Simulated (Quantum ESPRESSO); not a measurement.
Set up this calculation in Quantum ESPRESSO 7.5, as the native input.

| Property | Result |
| --- | --- |
| Task | band structure |
| Functional | PBEsol |
| Potentials or basis | GBRV 1.5 PBEsol |
| Cutoff | 612 eV |
| Density cutoff | 4898 eV |
| k mesh | 6 × 6 × 10 |
| Occupations | fermi-dirac, width 0.05 eV |
| Spin | no spin polarisation |
| Mixing beta | 0.5 |
| Most SCF iterations | 120 |
| SCF threshold | 1.2e-09 Ry |

Crystal: SiO2.

```
Si O
1.0
     4.23317    0.00000    0.00000
     0.00000    4.23317    0.00000
     0.00000    0.00000    2.69349
Si O
2 4
Direct
  0.00000 0.00000 0.00000
  0.50000 0.50000 0.50000
  0.80684 0.19316 0.50000
  0.30684 0.30684 0.00000
  0.19316 0.80684 0.50000
  0.69316 0.69316 0.00000
```

The cell comes from a database or a generator and needn't be the stable form of this composition.

One way to write it, as run:

pw.in

```
&CONTROL
  calculation = 'scf'
  prefix = 'pwscf'
  outdir = './tmp'
  pseudo_dir = './pseudo'
  tprnfor = .true.
  tstress = .true.
  disk_io = 'low'
/
&SYSTEM
  ibrav = 0
  celldm(1) = 8
  nat = 6
  ntyp = 2
  ecutwfc = 45
  ecutrho = 360
  nbnd = 24
  occupations = 'smearing'
  smearing = 'fd'
  degauss = 0.00367493
/
&ELECTRONS
  conv_thr = 1.2d-09
  electron_maxstep = 120
  mixing_beta = 0.5
/
ATOMIC_SPECIES
Si    28.0850 si_pbesol_v1.uspp.F.UPF
O     15.9990 o_pbesol_v1.2.uspp.F.UPF
CELL_PARAMETERS alat
  0.9999412561570   0.0000000000000   0.0000000000000
  0.0000000000000   0.9999412561570   0.0000000000000
  0.0000000000000   0.0000000000000   0.6362459835061
ATOMIC_POSITIONS crystal
Si     0.0000000000    0.0000000000    0.0000000000
Si     0.5000000000    0.5000000000    0.5000000000
O      0.8068390000    0.1931610000    0.5000000000
O      0.3068390000    0.3068390000    0.0000000000
O      0.1931610000    0.8068390000    0.5000000000
O      0.6931610000    0.6931610000    0.0000000000
K_POINTS automatic
6 6 10 0 0 0
```

bands.in

```
&CONTROL
  calculation = 'bands'
  prefix = 'pwscf'
  outdir = './tmp'
  pseudo_dir = './pseudo'
  disk_io = 'low'
  verbosity = 'high'
/
&SYSTEM
  ibrav = 0
  celldm(1) = 8
  nat = 6
  ntyp = 2
  ecutwfc = 45
  ecutrho = 360
  nbnd = 24
  occupations = 'smearing'
  smearing = 'fd'
  degauss = 0.00367493
/
&ELECTRONS
  conv_thr = 1d-08
  electron_maxstep = 120
  mixing_beta = 0.5
  diago_full_acc = .true.
  startingwfc = 'random'
/
ATOMIC_SPECIES
Si    28.0850 si_pbesol_v1.uspp.F.UPF
O     15.9990 o_pbesol_v1.2.uspp.F.UPF
CELL_PARAMETERS alat
  0.9999412561570   0.0000000000000   0.0000000000000
  0.0000000000000   0.9999412561570   0.0000000000000
  0.0000000000000   0.0000000000000   0.6362459835061
ATOMIC_POSITIONS crystal
Si     0.0000000000    0.0000000000    0.0000000000
Si     0.5000000000    0.5000000000    0.5000000000
O      0.8068390000    0.1931610000    0.5000000000
O      0.3068390000    0.3068390000    0.0000000000
O      0.1931610000    0.8068390000    0.5000000000
O      0.6931610000    0.6931610000    0.0000000000
K_POINTS crystal
60
 0.0000000000  0.0000000000  0.0000000000 1
 0.0000000000  0.1250000000  0.0000000000 1
 0.0000000000  0.2500000000  0.0000000000 1
 0.0000000000  0.3750000000  0.0000000000 1
 0.0000000000  0.5000000000  0.0000000000 1
 0.1250000000  0.5000000000  0.0000000000 1
 0.2500000000  0.5000000000  0.0000000000 1
 0.3750000000  0.5000000000  0.0000000000 1
 0.5000000000  0.5000000000  0.0000000000 1
 0.4285714286  0.4285714286  0.0000000000 1
 0.3571428571  0.3571428571  0.0000000000 1
 0.2857142857  0.2857142857  0.0000000000 1
 0.2142857143  0.2142857143  0.0000000000 1
 0.1428571429  0.1428571429  0.0000000000 1
 0.0714285714  0.0714285714  0.0000000000 1
 0.0000000000  0.0000000000  0.0000000000 1
 0.0000000000  0.0000000000  0.0625000000 1
 0.0000000000  0.0000000000  0.1250000000 1
 0.0000000000  0.0000000000  0.1875000000 1
 0.0000000000  0.0000000000  0.2500000000 1
 0.0000000000  0.0000000000  0.3125000000 1
 0.0000000000  0.0000000000  0.3750000000 1
 0.0000000000  0.0000000000  0.4375000000 1
 0.0000000000  0.0000000000  0.5000000000 1
 0.0000000000  0.1000000000  0.5000000000 1
 0.0000000000  0.2000000000  0.5000000000 1
 0.0000000000  0.3000000000  0.5000000000 1
 0.0000000000  0.4000000000  0.5000000000 1
 0.0000000000  0.5000000000  0.5000000000 1
 0.1000000000  0.5000000000  0.5000000000 1
 0.2000000000  0.5000000000  0.5000000000 1
 0.3000000000  0.5000000000  0.5000000000 1
 0.4000000000  0.5000000000  0.5000000000 1
 0.5000000000  0.5000000000  0.5000000000 1
 0.4285714286  0.4285714286  0.5000000000 1
 0.3571428571  0.3571428571  0.5000000000 1
 0.2857142857  0.2857142857  0.5000000000 1
 0.2142857143  0.2142857143  0.5000000000 1
 0.1428571429  0.1428571429  0.5000000000 1
 0.0714285714  0.0714285714  0.5000000000 1
 0.0000000000  0.0000000000  0.5000000000 1
 0.0000000000  0.5000000000  0.0000000000 1
 0.0000000000  0.5000000000  0.0625000000 1
 0.0000000000  0.5000000000  0.1250000000 1
 0.0000000000  0.5000000000  0.1875000000 1
 0.0000000000  0.5000000000  0.2500000000 1
 0.0000000000  0.5000000000  0.3125000000 1
 0.0000000000  0.5000000000  0.3750000000 1
 0.0000000000  0.5000000000  0.4375000000 1
 0.0000000000  0.5000000000  0.5000000000 1
 0.5000000000  0.5000000000  0.0000000000 1
 0.5000000000  0.5000000000  0.0555555556 1
 0.5000000000  0.5000000000  0.1111111111 1
 0.5000000000  0.5000000000  0.1666666667 1
 0.5000000000  0.5000000000  0.2222222222 1
 0.5000000000  0.5000000000  0.2777777778 1
 0.5000000000  0.5000000000  0.3333333333 1
 0.5000000000  0.5000000000  0.3888888889 1
 0.5000000000  0.5000000000  0.4444444444 1
 0.5000000000  0.5000000000  0.5000000000 1
```

Potentials or basis: GBRV 1.5 PBEsol.

Command:

```bash
$ OMP_NUM_THREADS=1 mpirun -n 2 pw.x -nk 2 -in pw.in > pw.out
$ OMP_NUM_THREADS=1 mpirun -n 2 pw.x -nk 2 -in bands.in > bands.out
```

It gave:

The pressure is -6.4 GPa, the largest force is 0.028 eV/Å and the band gap on the k mesh is 5.02 eV, direct. The band gap along the path is 5.02 eV, direct.

It took 43 s on 2 MPI ranks on Arm Neoverse V2 (shared host), peak memory 0.32 GiB a rank.
